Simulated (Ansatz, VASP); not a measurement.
# BeTe in VASP and in Ansatz

```xyz
2
Lattice="0.0000 2.7700 2.7700 2.7700 0.0000 2.7700 2.7700 2.7700 0.0000" Properties=species:S:1:pos:R:3 pbc="T T T"
Be    0.0000    0.0000    0.0000
Te    1.3850    1.3850    1.3850
```

Alike in both runs: task relaxation of cell and atoms; functional r2SCAN; k mesh 10 × 10 × 10; no spin polarisation.

```csv
,VASP,Ansatz
version,VASP 6.6.1,Ansatz 0.2.0
potentials or method,"VASP PAW PBE potentials, release 64 (Be, Te)","PAW with Ansatz's default frozen-core files, scalar-relativistic"
plane-wave cutoff (eV),600,500
occupations,"methfessel-paxton of order 1, width 0.05 eV","cold, width 0.05 eV"
valence electrons in the cell,8,18
```

|  | VASP | Ansatz | Ansatz less VASP |
| --- | --- | --- | --- |
| relaxed volume (Å³/atom) | 22.69 | 22.63 | -0.065 |
| relaxed cell length with the largest relative difference (Å) | 4.004 | 4.000 | -0.0038 |
| energy change over the relaxation (meV/atom) | -19 | -17 | +1.8 |

The two sets of potentials don't hold the same shells in valence. Ansatz warned: «gradients_without_spin_orbit».

Caveats: the PAW data sets were made with another functional, which shifts forces and pressure a little (VASP). Zero-point motion and thermal expansion aren't in these numbers.
